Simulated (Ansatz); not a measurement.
Relaxation of Cs

Method: Ansatz 0.2.0, DFT PBE, scalar-relativistic, plane waves, PAW. (420 eV cutoff, 18×18×18 k-mesh, Gaussian smearing of 0.10 eV, no spin polarisation)

What was changed: relaxed at 30 GPa.

Other phases may be more stable at this pressure.

Input:

```yaml
crystal:
  lattice:
    - [-1.6948508183, 1.6948508183, 2.3941837189]
    - [1.6948508183, -1.6948508183, 2.3941837189]
    - [1.6948508183, 1.6948508183, -2.3941837189]
  atoms:
    - { symbol: Cs, position: [0.0, 0.0, 0.0] }
basis:
  ecutwfc: 420
kpoints:
  mp_grid: { grid: [18, 18, 18] }
hamiltonian:
  xc: pbe
scf:
  occupations: { method: gaussian, width: 0.1 }
output:
  forces: true
  stress: true
  eigenvalues: true
relax:
  adjacent_minimum: "off"
  f_tol: 0.008
  max_steps: 50
  cell: { stress_tol: 0.08, p_target: 30.0 }
```

F is the free energy. Steps run on the plane waves of an earlier cell, but the last one, and at times one on the way, on a freshly chosen basis, so a repeated geometry can differ a little in energy. The relaxation lowers the enthalpy F + PV at the target pressure, so F itself can rise.

Steps:

| step | F − F(1) (eV) | largest force component (eV/Å) | V (Å³/atom) | P (GPa) |
| --- | --- | --- | --- | --- |
| 1 | 0.0000 | 0.000 | 27.509 | 20.77 |
| 2 | 0.6844 | 0.000 | 23.684 | 38.61 |
| 3 | 0.3267 | 0.000 | 25.387 | 29.15 |
| 4 | 0.3567 | 0.000 | 25.225 | 29.94 |
| 5 | 0.3568 | 0.000 | 25.225 | 29.94 |

Relaxed structure:

```
CELL_PARAMETERS angstrom
-1.64618 1.64618 2.32707
1.64618 -1.64618 2.32707
1.64618 1.64618 -2.32707
ATOMIC_POSITIONS crystal
Cs 0.00000 0.00000 0.00000
```

Symmetry: Fm-3m, No. 225, cubic system. Conventional cell: a = 4.655 Å, b = 4.655 Å, c = 4.655 Å, α = 90.00°, β = 90.00°, γ = 90.00°. Cs (site symmetry m-3m) has 12 Cs at 3.29 Å as nearest neighbours.

The run converged. The run took of the order of 40 core-seconds.